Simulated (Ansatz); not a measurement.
TePt:

```
CELL_PARAMETERS angstrom
3.95488 0.00000 0.00000
-1.97744 3.42502 0.00000
0.00000 0.00000 3.85976
ATOMIC_POSITIONS crystal
Pt 0.00000 0.00000 0.00000
Te 0.66667 0.33333 0.50000
```

Measurements of this composition are mostly on another form, of space group No. 166.

Alike in all runs: program Ansatz 0.2.0; functional LDA; potentials or basis all-electron LAPW, scalar-relativistic; cutoff 218 eV (chosen from the basis error); basis error allowed 0.001 eV/atom; k mesh 6 × 6 × 5; occupations gaussian, width 0.05 eV; hubbard terms Pt d U = 7 eV.

Starts and where they ended:

```csv
start,free energy over the lowest (meV/atom),net moment (μB),site or absolute moments (μB),gap
"collinear spin, ferromagnetic start of up to 2 μB; fixed moment 2",589.7,-,Pt +0.80; Te +0.88,-
"collinear spin, ferromagnetic start of up to 0.5 μB",0.0,0.00,absolute 0.00,none (metal or under the smearing width)
"collinear spin, program default start",0.0,0.00,absolute 0.00,none (metal or under the smearing width)
```

Runs with fixed or held moments lie higher by the price of the constraint. A still lower state may exist.

Caveats: the k mesh is thin for a metal, which can move the energy by tens of meV per atom; U is the effective U less J, on atomic orbitals that reach past the spheres; the cell is far from rest, so the order of the states can change on relaxing; the U is typed as a test and isn't derived for this compound; the starting moments weren't kept (some runs); the total moment is fixed, so each spin has its own Fermi level (some runs).
